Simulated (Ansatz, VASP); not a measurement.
One calculation of C, two programs

File INCAR:

```
SYSTEM = C
ALGO = Normal ; EDIFF = 1E-6
ENCUT = 520 ; GGA = PE
ISIF = 2 ; ISMEAR = 0
LASPH = .TRUE. ; LCHARG = .TRUE.
LELF = .TRUE. ; LREAL = .FALSE.
LVHAR = .TRUE. ; LWAVE = .FALSE.
NBANDS = 26 ; NELM = 80
PREC = Accurate ; SIGMA = 0.05
```

File KPOINTS:

```
k-points
0
G
  12 12 4
  0 0 0
```

File POSCAR:

```
C
1.0
    2.5601158911      0.0000000000      0.0000000000
   -1.2800579455      2.2171253983      0.0000000000
    0.0000000000      0.0000000000      8.4433802906
C
8
Direct
    0.0000000000      0.0000000000      0.0929732494
    0.0000000000      0.0000000000      0.5929732494
    0.0000000000      0.0000000000      0.4070267506
    0.0000000000      0.0000000000      0.9070267506
    0.3333333333      0.6666666667      0.1555299995
    0.6666666667      0.3333333333      0.6555299995
    0.3333333333      0.6666666667      0.3444700005
    0.6666666667      0.3333333333      0.8444700005
```

Input for Ansatz:

```yaml
crystal:
  lattice:
    - [2.5601158911, 0.0, 0.0]
    - [-1.2800579455, 2.2171253983, 0.0]
    - [0.0, 0.0, 8.4433802906]
  atoms:
    - { symbol: C, position: [0.0, 0.0, 0.0929732494] }
    - { symbol: C, position: [0.0, 0.0, 0.5929732494] }
    - { symbol: C, position: [0.0, 0.0, 0.4070267506] }
    - { symbol: C, position: [0.0, 0.0, 0.9070267506] }
    - { symbol: C, position: [0.3333333333, 0.6666666667, 0.1555299995] }
    - { symbol: C, position: [0.6666666667, 0.3333333333, 0.6555299995] }
    - { symbol: C, position: [0.3333333333, 0.6666666667, 0.3444700005] }
    - { symbol: C, position: [0.6666666667, 0.3333333333, 0.8444700005] }
basis:
  ecutwfc: 520.0
kpoints:
  mp_grid: { grid: [12, 12, 4] }
hamiltonian:
  xc: pbe
  pseudopotentials: { kind: paw, azcp: { folder: soft_1 } }
scf:
  occupations: { method: gaussian, width: 0.05 }
output:
  forces: true
  stress: true
  eigenvalues: true
```

Change from the starting cell: mode 14 frozen in at +0.000 Å, equal normal strain along x, y and z +0.0167.

Alike in both runs: task single point; functional PBE; k mesh 12 × 12 × 4; occupations gaussian, width 0.05 eV; no spin polarisation.

```csv
,VASP,Ansatz
version,VASP 6.6.1,Ansatz 0.2.0
potentials or method,"VASP PAW PBE potentials, release 64 (C)","scalar-relativistic, plane waves, PAW"
plane-wave cutoff (eV),520,520
valence electrons in the cell,32,32
```

Ansatz gave:

* gap on the k mesh at the Fermi level (eV): 4.42
* least direct gap on the mesh (eV): 5.19
* pressure (GPa): -19.6
* largest component of the traceless stress (GPa): 0.09
* rms of the force components (eV/Å): 0.017

Problem. Estimate VASP's values.

Solution. gap on the k mesh at the Fermi level (eV): 4.41; least direct gap on the mesh (eV): 5.18; pressure (GPa): -19.2; largest component of the traceless stress (GPa): 0.11; rms of the force components (eV/Å): 0.016.

Atom by atom the forces differ by 0.002 eV/Å (rms over components).

Caveats: so large a pressure means that the cell lies far from this level's equilibrium, or that cutoff or potentials fall short (VASP).
